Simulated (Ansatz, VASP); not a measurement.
# One calculation of TlBr, two programs

```xyz
2
Lattice="4.0528 0.0000 0.0000 0.0000 4.0528 0.0000 0.0000 0.0000 4.0528" Properties=species:S:1:pos:R:3 pbc="T T T"
Tl    0.0000    0.0000    0.0000
Br    2.0264    2.0264    2.0264
```

Alike in both runs: functional PBE; k mesh 8 × 8 × 8; occupations gaussian, width 0.02 eV; no spin polarisation.

Ansatz relaxed the structure, and its values are those at the end. VASP's run is a single point on that final structure, the one shown.

|  | VASP | Ansatz |
| --- | --- | --- |
| version | VASP 6.6.1 | Ansatz 0.2.0 |
| potentials or method | VASP PAW PBE potentials, release 64 (Tl_d, Br) | scalar-relativistic, plane waves, PAW |
| plane-wave cutoff (eV) | 520 | 420 |
| valence electrons in the cell | 20 | 20 |

|  | VASP | Ansatz | Ansatz less VASP |
| --- | --- | --- | --- |
| gap on the k mesh at the Fermi level (eV) | 2.00 | 1.99 | -0.006 |
| least direct gap on the mesh (eV) | 2.00 | 1.99 | -0.006 |
| pressure (GPa) | 0.0 | 0.0 | +0.04 |

Caveats: spin-orbit coupling is left out, which as a rule narrows the gap of such compounds by several tenths of an eV. A k mesh can miss the band edges.
